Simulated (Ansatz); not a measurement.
Wanted: the native input for an Ansatz 0.2.0 run.

* Task: band structure
* Functional: rPW86-PBE
* Potentials or basis: Ansatz PAW
* Cutoff: 420 eV (not typed: the program's choice for these potentials)
* k mesh: 9 × 9 × 9
* Occupations: fermi-dirac, width 0.05 eV
* Spin: collinear spin, ferromagnetic start
* Starting moments: [7.0, 0.0] μB
* Path: [["G", "X", "W", "K", "G", "L", "U", "W", "L", "K"], ["U", "X"]]
* Points for each segment of the path: 14

The system is EuO.

```xyz
2
Lattice="0.0000 2.5720 2.5720 2.5720 0.0000 2.5720 2.5720 2.5720 0.0000" Properties=species:S:1:pos:R:3 pbc="T T T"
Eu    0.0000    0.0000    0.0000
O     2.5720    2.5720    2.5720
```

The input as run:

input.yaml

```yaml
crystal:
  lattice:
    - [0.0, 2.57195, 2.57195]
    - [2.57195, 0.0, 2.57195]
    - [2.57195, 2.57195, 0.0]
  atoms:
    - { symbol: Eu, position: [0.0, 0.0, 0.0], spin: 7.0 }
    - { symbol: O, position: [0.5, 0.5, 0.5] }
hamiltonian:
  xc: { exchange: rpw86, correlation: pbe }
  pseudopotentials: { kind: paw }
magnetization:
  spin_polarized: true
kpoints:
  mp_grid: { grid: [9, 9, 9] }
  band_path:
    path:
      - [[0.0, 0.0, 0.0], [0.5, 0.0, 0.5], [0.5, 0.25, 0.75], [0.375, 0.375, 0.75], [0.0, 0.0, 0.0], [0.5, 0.5, 0.5], [0.625, 0.25, 0.625], [0.5, 0.25, 0.75], [0.5, 0.5, 0.5], [0.375, 0.375, 0.75]]
      - [[0.625, 0.25, 0.625], [0.5, 0.0, 0.5]]
    npoints: 14
scf:
  occupations: { method: fermi_dirac, width: 0.05 }
  n_extra_bands: 6
output:
  forces: true
  stress: true
  eigenvalues: true
  fatbands: true
```

Potentials or basis: Ansatz PAW.

Launch:

```bash
$ ansatz run input.yaml --threads 2 --pin off --max-ram 5120MiB --backend cpu --events-out ev --progress --plain --runs-dir out
```

Results of the run:

- Pressure: -0.7 GPa
- Band gap on the k mesh: none (metal or under the smearing width)
- Net moment: 6.96 μB per cell
- Absolute moment: 7.09 μB per cell
- Site moments: Eu +6.60; O -0.05 μB

Caveat: the pressure holds a Pulay correction of +0.5 GPa for the finite cutoff; spin-orbit coupling is left out, which moves the levels of the heavy elements; a cell with one magnetic atom can't hold antiferromagnetic order, which such compounds often take; without U or exact exchange the open f shell lies at the Fermi level, which spoils levels, moments and volumes; the PAW data sets come from PBE, with cores solved anew for the run's functional, which leaves a small shift of forces and pressure.

Run time: 4.2 s on 2 threads of Arm Neoverse V2, on a shared host, peak memory 0.36 GiB.
